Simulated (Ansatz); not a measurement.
Cu under changes of volume

One of the cells (11.994 Å³/atom); the others are scaled copies at fixed shape and fractional positions:

```xyz
2
Lattice="1.2185 -3.9764 0.0000 1.2185 3.9764 0.0000 0.0000 0.0000 2.4755" Properties=species:S:1:pos:R:3 pbc="T T T"
Cu    1.2185   -2.9118    1.8566
Cu    1.2185    2.9118    0.6189
```

This isn't the form of Cu at room conditions, which is fcc.

| Item | Value |
| --- | --- |
| Program | Ansatz 0.2.0 |
| Functional | PBE |
| Potentials or basis | Ansatz PAW |
| Cutoff | 420 eV (not typed: the program's choice for these potentials) |
| k mesh | 11 × 11 × 11 |
| Occupations | fermi-dirac, width 0.05 eV |
| Spin | no spin polarisation |

```csv
volume (Å³/atom),energy over the lowest point (meV/atom),pressure (GPa),largest force (eV/Å)
11.274,64.58,18.1,0.140
11.514,40.83,13.8,0.107
11.754,23.12,10.0,0.077
11.994,?,?,?
12.234,3.26,3.6,0.024
12.474,0.00,0.9,0.000
12.714,0.54,-1.5,0.022
```

Q: What does the run at 11.994 Å³/atom give?

A: Energy over the lowest point 10.79 meV/atom; pressure 6.6 GPa; largest force 0.049 eV/Å.

Worked out: A Birch-Murnaghan fit of order 3 (a polynomial in V^(-2/3)) to the other rows has its minimum at 12.56 Å³/atom with B0 = V·E''(V) = 128 GPa and B' = 5.0 at fixed shape and positions, which overstates the stiffness. It gives 10.79 meV/atom at 11.994 Å³/atom, against the run's 10.79, and -dE/dV = 6.6 GPa, against 6.6.

Energies are extrapolated to zero smearing.
